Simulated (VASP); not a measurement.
# C20N (a cell with a defect) in VASP: settings compared

The runs below take C20N (a cell with a defect) through hyperfine couplings, with PBE, HSE06.

All numbers are computed with VASP 6.6.1; they aren't measurements. Logs are shortened: lines on timing, memory, paths and dates and some standing lists are left out, and cuts for length are marked.

## 1. The structure

The cell holds a defect, 63 atoms: a = 7.144 Å, b = 7.144 Å, c = 7.144 Å, α = 90.00°, β = 90.00°, γ = 90.00°.

The cell was built by a generator and needn't be a form met in nature.

## 2. Hyperfine couplings, PBE, collinear spin, ferromagnetic start

The input, INCAR:

```
SYSTEM = C20N
PREC = Accurate
ENCUT = 420
EDIFF = 1E-7
ISMEAR = 0
SIGMA = 0.01
LREAL = .FALSE.
LASPH = .TRUE.
NELM = 100
ALGO = Normal
ISIF = 2
LWAVE = .FALSE.
LCHARG = .FALSE.
ISPIN = 2
MAGMOM = 0 0 0 0 0 0 0 0 0 0 0 0 0 0 0 0 0 0 0 0 0 0 0 0 0 0 0 0 0 0 0 0 0 0 0 0 0 0 0 0 0 0 0 0 0 0 0 0 0 0 0 0 0 0 1 0 0 0 0 0 0 0 0
LORBIT = 11
NUPDOWN = 1
GGA = PE
LHYPERFINE = .TRUE.
NELECT = 255
ISYM = 0
NCORE = 4
NGYROMAG = 3.0777 10.7084
LEFG = .TRUE.
QUAD_EFG = 20.44 0
```

The input, KPOINTS:

```
Automatic mesh
0
G
  2 2 2
  0 0 0
```

The input, POSCAR:

```
C20N                                    
1.0
    7.1440000000      0.0000000000      0.0000000000
    0.0000000000      7.1440000000      0.0000000000
    0.0000000000      0.0000000000      7.1440000000
  N               C             
     3    60
Direct
     0.1332810243373790    0.1332810233125918    0.1355193356964359
     0.1332810734277672    0.8644807666187155    0.8667189268467240
     0.8644807652456384    0.1332810794914372    0.8667189234094277
     0.0049899137643640    0.2491241899048635    0.2494808053433942
     0.1249605112063972    0.3761128167284139    0.3762238821997119
     0.2491241900338589    0.0049899151119042    0.2494808039155996
     0.3761128165332076    0.1249605099342016    0.3762238787429668
     0.2479416271976591    0.2479416331096638    0.0054190715826066
     0.3757922060682580    0.3757922058752040    0.1249389456742517
     0.0000010483309818    0.0000010512269546    0.5000212734038069
     0.1223897323723531    0.1223897308212038    0.6283399258108308
     0.9945810586956271    0.2479417727069933    0.7520582270750833
     0.1223897242909786    0.3716600358774013    0.8776103011696154
     0.2479417690054695    0.9945810627381554    0.7520582272707413
     0.3716600381393424    0.1223897218845170    0.8776103043427782
     0.2495339619942137    0.2495339620086304    0.5019877348307185
     0.3744805971808484    0.3744805987730199    0.6255194035232038
     0.0000010430594799    0.4999787076662734    0.9999989545584582
     0.1244176982455512    0.6265654524819413    0.1231794690707363
     0.9997257867848117    0.7517191918703927    0.2482807879927152
     0.1244177210924017    0.8768204878890793    0.3734345722437938
     0.2503562017457026    0.5012053343322904    0.2494813170972852
     0.3750760156024968    0.6255525939052147    0.3744474183734548
     0.2491242296667526    0.7505193479783764    0.9950100063293205
     0.3724204396379213    0.8773143599131267    0.1226856337635625
     0.0002339491744113    0.4999221417917538    0.5000778595482824
     0.1249604907377219    0.6237761293443718    0.6238872277495305
     0.0049899371929268    0.7505193535755615    0.7508758196591800
     0.2495339550841310    0.4980122646780664    0.7504660341760481
     0.3761127734279091    0.6237761092493576    0.8750394790207858
     0.2503561854626404    0.7505186939205561    0.4987946908093394
     0.3757922790289620    0.8750610546558225    0.6242077256480798
     0.4999787068087976    0.0000010408781130    0.9999989552124215
     0.6265654548450902    0.1244177044743175    0.1231794705684400
     0.5012053335787051    0.2503562051403149    0.2494813132768807
     0.6255525918203946    0.3750760183952931    0.3744474238972333
     0.7517191958011759    0.9997257839048922    0.2482807823174906
     0.8768204864271014    0.1244177184836277    0.3734345707308147
     0.7505193520359427    0.2491242238251335    0.9950100054766957
     0.8773143621257180    0.3724204379232848    0.1226856345986116
     0.4999221436093219    0.0002339531409091    0.5000778602911777
     0.6237761300741561    0.1249604933905822    0.6238872250475943
     0.4980122682718217    0.2495339536614731    0.7504660375402908
     0.6237761146137776    0.3761127756404593    0.8750394762569279
     0.7505193482534925    0.0049899353994837    0.7508758228948479
     0.7505186888289449    0.2503561882309583    0.4987946843381757
     0.8750610547823517    0.3757922796333477    0.6242077244181951
     0.4999220675209330    0.4999220643733212    0.9997660481145768
     0.6241876410755339    0.6241876402484525    0.1240845247111258
     0.4990302598462129    0.7507474586765078    0.2492525268144024
     0.6241878028507444    0.8759154783201367    0.3758121795013178
     0.7507474588858029    0.4990302564397998    0.2492525275247180
     0.8759154758202246    0.6241878010786904    0.3758121825773839
     0.7517189232770674    0.7517189213415385    0.0002745747631328
     0.8636555266114255    0.8636555256100665    0.1363443634855371
     0.5001884960805502    0.5001884934801586    0.4998115189733401
     0.6255525934734452    0.6255525946315939    0.6249239480706201
     0.5012053283903619    0.7505186687821169    0.7496438041550909
     0.6265654374737417    0.8768204822766080    0.8755824062232257
     0.7505186720687740    0.5012053286355315    0.7496438021488561
     0.8768204820468229    0.6265654352393842    0.8755823997382852
     0.7507474922823002    0.7507474896426172    0.5009696904955859
     0.8773143466511029    0.8773143497252306    0.6275795489585348
```

Potentials or basis: VASP PAW PBE potentials, release 64 (N, C).

Command:

```
$ cat potpaw_PBE.64/N/POTCAR potpaw_PBE.64/C/POTCAR > POTCAR
$ mpirun -np 8 vasp_std > vasp.out
```

OUTCAR:

```text
SYSTEM = C20N
   PREC = Accurate
   ENCUT = 420
   EDIFF = 1E-7
   ISMEAR = 0
   LREAL = .FALSE.
   LASPH = .TRUE.
   NELM = 100
   ISIF = 2
   ISPIN = 2
   LORBIT = 11
   NUPDOWN = 1
   GGA = PE
   NELECT = 255
   ISYM = 0

 ion  position               nearest neighbor table
   1  0.133  0.133  0.136-   6 1.48   4 1.48   8 1.49
   2  0.133  0.864  0.867-  24 1.48  28 1.48  14 1.49
   3  0.864  0.133  0.867-  39 1.48  45 1.48  12 1.49
   4  0.005  0.249  0.249-   1 1.48   5 1.54  38 1.55  40 1.56
   5  0.125  0.376  0.376-  26 1.54   4 1.54  16 1.55  22 1.56
   6  0.249  0.005  0.249-   1 1.48   7 1.54  21 1.55  25 1.56
   7  0.376  0.125  0.376-  41 1.54   6 1.54  16 1.55  35 1.56
   8  0.248  0.248  0.005-   1 1.49   9 1.55  13 1.56  15 1.56
   9  0.376  0.376  0.125-  48 1.54  35 1.55  22 1.55   8 1.55
[... 43 lines left out ...]
  53  0.876  0.624  0.376-  26 1.54  62 1.55  52 1.55  20 1.56
  54  0.752  0.752  0.000-  55 1.49  59 1.55  61 1.55  49 1.56
  55  0.864  0.864  0.136-  54 1.49  37 1.49  20 1.49
  56  0.500  0.500  0.500-  57 1.55  36 1.55  23 1.55  17 1.56
  57  0.626  0.626  0.625-  58 1.54  60 1.54  62 1.54  56 1.55
  58  0.501  0.751  0.750-  57 1.54  32 1.55  30 1.56  59 1.56
  59  0.627  0.877  0.876-  33 1.54  54 1.55  45 1.55  58 1.56
  60  0.751  0.501  0.750-  57 1.54  47 1.55  44 1.56  61 1.56
  61  0.877  0.627  0.876-  18 1.54  54 1.55  28 1.55  60 1.56
  62  0.751  0.751  0.501-  57 1.54  53 1.55  51 1.55  63 1.57
  63  0.877  0.877  0.628-  10 1.54  28 1.56  45 1.56  62 1.57

IMPORTANT INFORMATION: All symmetrisations will be switched off!
NOSYMM: (Re-)initialisation of all symmetry stuff for point group C_1.

----------------------------------------------------------------------------------------

                                     Primitive cell

  volume of cell :     364.6064

  direct lattice vectors                    reciprocal lattice vectors
     7.144000000  0.000000000  0.000000000     0.139977604  0.000000000  0.000000000
     0.000000000  7.144000000  0.000000000     0.000000000  0.139977604  0.000000000
     0.000000000  0.000000000  7.144000000     0.000000000  0.000000000  0.139977604

  length of vectors
     7.144000000  7.144000000  7.144000000     0.139977604  0.139977604  0.139977604

  position of ions in fractional coordinates (direct lattice)
     0.133281024  0.133281023  0.135519336
     0.133281073  0.864480767  0.866718927
     0.864480765  0.133281079  0.866718923
     0.004989914  0.249124190  0.249480805
     0.124960511  0.376112817  0.376223882
     0.249124190  0.004989915  0.249480804
[... 55 lines left out ...]
     0.750747492  0.750747490  0.500969690
     0.877314347  0.877314350  0.627579549
[... 2628 lines left out ...]
   6      -9.145    -7.858    17.003       0.076
[... 55 lines left out ...]
  62      -2.308    -0.700     3.007       0.535
  63       1.890     1.229    -3.119       0.212
----------------------------------------------------------------------

           NMR quadrupolar parameters

 Cq : quadrupolar parameter    Cq=e*Q*V_zz/h
 eta: asymmetry parameters     (V_yy - V_xx)/ V_zz
 Q  : nuclear electric quadrupole moment in mb (millibarn)
----------------------------------------------------------------------
 ion       Cq(MHz)       eta       Q (mb)
----------------------------------------------------------------------
   1      -6.563       0.009      20.440
   2      -6.563       0.009      20.440
   3      -6.563       0.009      20.440
   4       0.000       0.076       0.000
   5       0.000       0.995       0.000
   6       0.000       0.076       0.000
[... 55 lines left out ...]
  62       0.000       0.535       0.000
  63       0.000       0.212       0.000
----------------------------------------------------------------------

 Fermi contact (isotropic) hyperfine coupling parameter (MHz)
 -------------------------------------------------------------
  ion      A_pw      A_1PS     A_1AE     A_1c      A_tot
 -------------------------------------------------------------
   1       1.245     1.250     9.487    -1.218     9.483
   2       1.245     1.250     9.488    -1.218     9.483
   3       1.245     1.250     9.488    -1.218     9.483
   4      -0.089    -0.090    -1.377     0.108    -1.376
   5       0.128     0.129     1.105    -0.206     1.104
   6      -0.089    -0.090    -1.377     0.108    -1.376
[... 55 lines left out ...]
  62      -0.230    -0.231    -2.352     0.347    -2.350
  63       0.269     0.271     3.337    -0.376     3.334
 -------------------------------------------------------------

 Dipolar hyperfine coupling parameters (MHz)
 ---------------------------------------------------------------------
  ion      A_xx      A_yy      A_zz      A_xy      A_xz      A_yz
 ---------------------------------------------------------------------
   1       0.438     0.438    -0.876     1.903     1.123     1.123
   2       0.438    -0.876     0.438    -1.123    -1.903     1.123
   3      -0.876     0.438     0.438    -1.123     1.123    -1.903
   4      -0.511     0.947    -0.437     0.316     0.091     0.570
   5      -0.126     0.329    -0.203     0.073     0.179     0.148
   6       0.947    -0.511    -0.437     0.316     0.570     0.091
[... 55 lines left out ...]
  62      -0.512    -0.512     1.025     0.136    -0.319    -0.319
  63      -0.641    -0.641     1.283     0.320     0.207     0.207
 ---------------------------------------------------------------------

 Total hyperfine coupling parameters after diagonalization (MHz)
 (convention: |A_zz| > |A_xx| > |A_yy|)
 ----------------------------------------------------------------------
  ion      A_xx      A_yy      A_zz     asymmetry (A_yy - A_xx)/ A_zz
 ----------------------------------------------------------------------
   1       8.018     7.955    12.476      -0.005
   2       8.018     7.956    12.476      -0.005
   3       8.018     7.956    12.476      -0.005
   4      -1.943    -0.162    -2.023      -0.881
   5       1.065     0.749     1.500      -0.211
   6      -1.943    -0.162    -2.023      -0.881
[... 55 lines left out ...]
  62      -2.859    -1.193    -2.999      -0.555
  63       2.961     2.373     4.669      -0.126
 ---------------------------------------------------------------------

 total charge

# of ion       s       p       d       tot
------------------------------------------
    1        1.219   2.640   0.000   3.859
    2        1.219   2.640   0.000   3.859
    3        1.219   2.640   0.000   3.859
    4        0.826   1.709   0.000   2.535
    5        0.833   1.749   0.000   2.582
    6        0.826   1.709   0.000   2.535
[... 55 lines left out ...]
   62        0.829   1.730   0.000   2.559
   63        0.830   1.732   0.000   2.562
--------------------------------------------------
tot         53.510 112.118   0.000 165.628

 magnetization (x)

# of ion       s       p       d       tot
------------------------------------------
    1        0.003   0.017   0.000   0.020
    2        0.003   0.017   0.000   0.020
    3        0.003   0.017   0.000   0.020
    4       -0.000  -0.001   0.000  -0.001
    5        0.000   0.001   0.000   0.001
    6       -0.000  -0.001   0.000  -0.001
[... 55 lines left out ...]
   62       -0.000  -0.002   0.000  -0.002
   63        0.000   0.002   0.000   0.002
--------------------------------------------------
tot          0.071   0.556   0.000   0.628
```

Wall time 5.2 min (8 MPI ranks of Intel Xeon Platinum 8488C (Sapphire Rapids), shared host); peak memory 0.19 GiB.

Results:

- Free energy: -565.8225 eV
- Largest force: 0.008 eV/Å
- Net moment: 1.00 μB per cell
- Site moments: N +0.02; C -0.00, +0.00, +0.01, -0.01, +0.03, +0.43 μB
- Valence electrons inside the program's atomic spheres: N 3.86; C 2.54, 2.58, 2.53, 2.59, 2.56, 2.57, 2.60

Forces on the atoms (eV/Å):
```
N   -0.004 -0.004  0.002
N   -0.004 -0.002  0.004
N   -0.002 -0.004  0.004
C   -0.001 -0.001 -0.001
C    0.001  0.001 -0.001
C   -0.001 -0.001 -0.001
C    0.001  0.001 -0.001
C   -0.005 -0.005  0.000
C    0.000  0.000  0.002
C    0.002  0.002  0.004
C   -0.003 -0.003  0.003
C    0.000 -0.005  0.005
C   -0.003 -0.003  0.003
C   -0.005  0.000  0.005
C   -0.003 -0.003  0.003
C   -0.001 -0.001  0.005
C   -0.001 -0.001  0.001
C    0.002 -0.004 -0.002
C    0.000  0.000 -0.001
C    0.008  0.002 -0.002
C    0.000  0.001  0.000
C   -0.001  0.002 -0.001
C    0.001  0.006 -0.006
C   -0.001  0.000  0.001
C    0.000  0.000  0.000
C    0.003 -0.002  0.002
C    0.001  0.001 -0.001
C   -0.001  0.000  0.001
C   -0.001 -0.005  0.001
C    0.001  0.001 -0.001
C   -0.001  0.001 -0.002
C    0.000 -0.002  0.000
C   -0.004  0.002 -0.002
C    0.000  0.000 -0.001
C    0.002 -0.001 -0.001
C    0.006  0.001 -0.006
C    0.002  0.008 -0.002
C    0.001  0.000  0.000
C    0.000 -0.001  0.001
C    0.000  0.000  0.000
C   -0.002  0.003  0.002
C    0.001  0.001 -0.001
C   -0.005 -0.001  0.001
C    0.001  0.001 -0.001
C    0.000 -0.001  0.001
C    0.001 -0.001 -0.002
C   -0.002  0.000  0.000
C   -0.002 -0.002 -0.003
C    0.001  0.001 -0.001
C   -0.002  0.003 -0.003
C    0.001  0.001 -0.001
C    0.003 -0.002 -0.003
C    0.001  0.001 -0.001
C    0.002  0.002 -0.008
C    0.003  0.003 -0.003
C   -0.001 -0.001  0.001
C    0.006  0.006 -0.001
C    0.002  0.001  0.001
C    0.000  0.001  0.000
C    0.001  0.002  0.001
C    0.001  0.000  0.000
C    0.003  0.003  0.002
C    0.000  0.000  0.000
```

Electric field gradients, principal values (V/Å²):
```
atom     Vxx     Vyy       Vzz
 1 N  65.818  66.979  -132.797
 2 N  65.818  66.979  -132.797
 3 N  65.818  66.979  -132.797
 4 C  -7.858  -9.145    17.003
 5 C  -0.009  -3.343     3.352
 6 C  -7.858  -9.145    17.003
 7 C  -0.009  -3.343     3.352
 8 C  -8.643  -8.707    17.349
 9 C   0.317   1.601    -1.918
10 C  -0.577  -0.682     1.259
11 C   1.614   1.645    -3.259
12 C  -8.643  -8.707    17.349
13 C   1.614   1.645    -3.259
14 C  -8.643  -8.707    17.349
15 C   1.614   1.645    -3.259
16 C  -1.026  -2.661     3.687
17 C  -0.799  -0.799     1.598
18 C  -0.577  -0.682     1.259
19 C   0.017   1.845    -1.862
20 C   1.816   5.950    -7.766
21 C   0.017   1.845    -1.862
22 C  -0.101  -1.336     1.436
23 C  -0.185  -0.732     0.917
24 C  -7.858  -9.145    17.003
25 C   1.229   1.890    -3.119
26 C  -0.363  -0.405     0.769
27 C  -0.009  -3.343     3.352
28 C  -7.858  -9.145    17.003
29 C  -1.026  -2.661     3.687
30 C  -0.009  -3.343     3.352
31 C  -0.101  -1.336     1.436
32 C   0.317   1.601    -1.918
33 C  -0.577  -0.682     1.259
34 C   0.017   1.845    -1.862
35 C  -0.101  -1.336     1.436
36 C  -0.185  -0.732     0.917
37 C   1.816   5.950    -7.766
38 C   0.017   1.845    -1.862
39 C  -7.858  -9.145    17.003
40 C   1.229   1.890    -3.119
41 C  -0.363  -0.405     0.769
42 C  -0.009  -3.343     3.352
43 C  -1.026  -2.661     3.687
44 C  -0.009  -3.343     3.352
45 C  -7.858  -9.145    17.003
46 C  -0.101  -1.336     1.436
47 C   0.317   1.601    -1.918
48 C  -0.363  -0.405     0.769
49 C   0.577   1.103    -1.680
50 C  -0.700  -2.308     3.007
51 C   0.577   1.103    -1.680
52 C  -0.700  -2.308     3.007
53 C   0.577   1.103    -1.680
54 C   1.817   5.950    -7.766
55 C  -0.157  -0.158     0.315
56 C  -0.383  -0.383     0.766
57 C  -0.185  -0.732     0.917
58 C  -0.101  -1.336     1.436
59 C   0.017   1.845    -1.862
60 C  -0.101  -1.336     1.436
61 C   0.017   1.845    -1.862
62 C  -0.700  -2.308     3.007
63 C   1.229   1.890    -3.119
```

Hyperfine coupling, principal values (MHz):
```
atom               values
 1 N       8.0, 8.0, 12.5
 2 N       8.0, 8.0, 12.5
 3 N       8.0, 8.0, 12.5
 4 C     -1.9, -0.2, -2.0
 5 C        1.1, 0.7, 1.5
 6 C     -1.9, -0.2, -2.0
 7 C        1.1, 0.7, 1.5
 8 C        2.5, 2.3, 4.2
 9 C        3.5, 3.4, 5.2
10 C      -1.6, 0.0, -1.8
11 C        1.5, 1.0, 1.8
12 C        2.5, 2.3, 4.2
13 C        1.5, 1.0, 1.8
14 C        2.5, 2.3, 4.2
15 C        1.5, 1.0, 1.8
16 C     -0.3, -0.2, -0.3
17 C        0.9, 0.9, 1.2
18 C      -1.6, 0.0, -1.8
19 C        5.3, 4.8, 8.9
20 C  -19.1, -14.7, -20.3
21 C        5.3, 4.8, 8.9
22 C     -1.0, -0.7, -1.5
23 C        2.3, 1.9, 3.4
24 C     -1.9, -0.2, -2.0
25 C        3.0, 2.4, 4.7
26 C        6.6, 6.4, 9.8
27 C        1.1, 0.7, 1.5
28 C     -1.9, -0.2, -2.0
29 C     -0.3, -0.2, -0.3
30 C        1.1, 0.7, 1.5
31 C     -1.0, -0.7, -1.5
32 C        3.5, 3.4, 5.2
33 C      -1.6, 0.0, -1.8
34 C        5.3, 4.8, 8.9
35 C     -1.0, -0.7, -1.5
36 C        2.3, 1.9, 3.4
37 C  -19.1, -14.7, -20.3
38 C        5.3, 4.8, 8.9
39 C     -1.9, -0.2, -2.0
40 C        3.0, 2.4, 4.7
41 C        6.6, 6.4, 9.8
42 C        1.1, 0.7, 1.5
43 C     -0.3, -0.2, -0.3
44 C        1.1, 0.7, 1.5
45 C     -1.9, -0.2, -2.0
46 C     -1.0, -0.7, -1.5
47 C        3.5, 3.4, 5.2
48 C        6.6, 6.4, 9.8
49 C     35.3, 35.0, 51.1
50 C     -2.9, -1.2, -3.0
51 C     35.3, 35.0, 51.1
52 C     -2.9, -1.2, -3.0
53 C     35.3, 35.0, 51.1
54 C  -19.1, -14.7, -20.3
55 C  216.2, 216.2, 429.2
56 C      -0.2, 0.1, -0.2
57 C        2.3, 1.9, 3.4
58 C     -1.0, -0.7, -1.5
59 C        5.3, 4.8, 8.9
60 C     -1.0, -0.7, -1.5
61 C        5.3, 4.8, 8.9
62 C     -2.9, -1.2, -3.0
63 C        3.0, 2.4, 4.7
```

Caveat: the k mesh is coarse (spacing up to 0.44 Å⁻¹), so the values aren't converged; the total moment is fixed, so each spin has its own Fermi level.

(Part 1 of 2 ends here.)
